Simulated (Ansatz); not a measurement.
## Relaxing TiCo

Theory: Ansatz, DFT PBEsol, scalar-relativistic, plane waves, PAW. (420 eV cutoff, 18×18×18 k-mesh, Gaussian smearing of 0.10 eV, collinear spin)

What was changed: uniaxial strain along a, with b, c and atoms relaxed: +2.0 %.

Command:

```bash
ansatz run input.yaml --threads 1 --pin off --max-ram 2560MiB --backend cpu --events-out ev --progress --plain --runs-dir out
```

Input:

```yaml
crystal:
  lattice:
    - [2.9972698686, 0.0, 0.0]
    - [0.0, 2.9238073719, 0.0]
    - [0.0, 0.0, 2.9238073719]
  atoms:
    - { symbol: Ti, position: [0.0, 0.0, 0.0] }
    - { symbol: Co, position: [0.5, 0.5, 0.5], spin: 0.75 }
basis:
  ecutwfc: 420
kpoints:
  mp_grid: { grid: [18, 18, 18] }
hamiltonian:
  xc: pbesol
scf:
  occupations: { method: gaussian, width: 0.1 }
output:
  forces: true
  stress: true
  eigenvalues: true
  populations: true
magnetization:
  spin_polarized: true
relax:
  adjacent_minimum: "off"
  f_tol: 0.008
  max_steps: 40
  cell: { stress_tol: 0.015, fix: [a, angles] }
```

F is the free energy. Steps run on the plane waves of an earlier cell, but the last one, and at times one on the way, on a freshly chosen basis, so a repeated geometry can differ a little in energy. The held parts of the cell keep their stress, so P needn't end at zero.

Steps:

| step | F − F(1) (eV) | largest force component (eV/Å) | V (Å³/atom) | P (GPa) |
| --- | --- | --- | --- | --- |
| 1 | 0.0000 | 0.000 | 12.811 | -1.51 |
| 2 | -0.0003 | 0.000 | 12.768 | -0.95 |
| 3 | -0.0004 | 0.000 | 12.751 | -0.73 |
| 4 | -0.0003 | 0.000 | 12.751 | -0.73 |

Relaxed structure:

```yaml
crystal:
  lattice:
    - [2.99727, 0.00000, 0.00000]
    - [0.00000, 2.91694, 0.00000]
    - [0.00000, 0.00000, 2.91694]
  atoms:
    - { symbol: Ti, position: [0.00000, 0.00000, 0.00000] }
    - { symbol: Co, position: [0.50000, 0.50000, 0.50000] }
```

The structure is tetragonal, space group P4/mmm (No. 123). The conventional cell has a = 2.917 Å, b = 2.917 Å, c = 2.997 Å, α = 90.00°, β = 90.00°, γ = 90.00°. Around Ti (site symmetry 4/mmm) lie 8 Co at 2.55 Å and 6 Ti at 2.92 to 3.00 Å. Co (site symmetry 4/mmm) has 8 Ti at 2.55 Å and 6 Co at 2.92 to 3.00 Å as nearest neighbours.

The run converged. The run took 2.5 min on 1 thread of Arm Neoverse V2, with other jobs on the host, peak memory 0.72 GiB.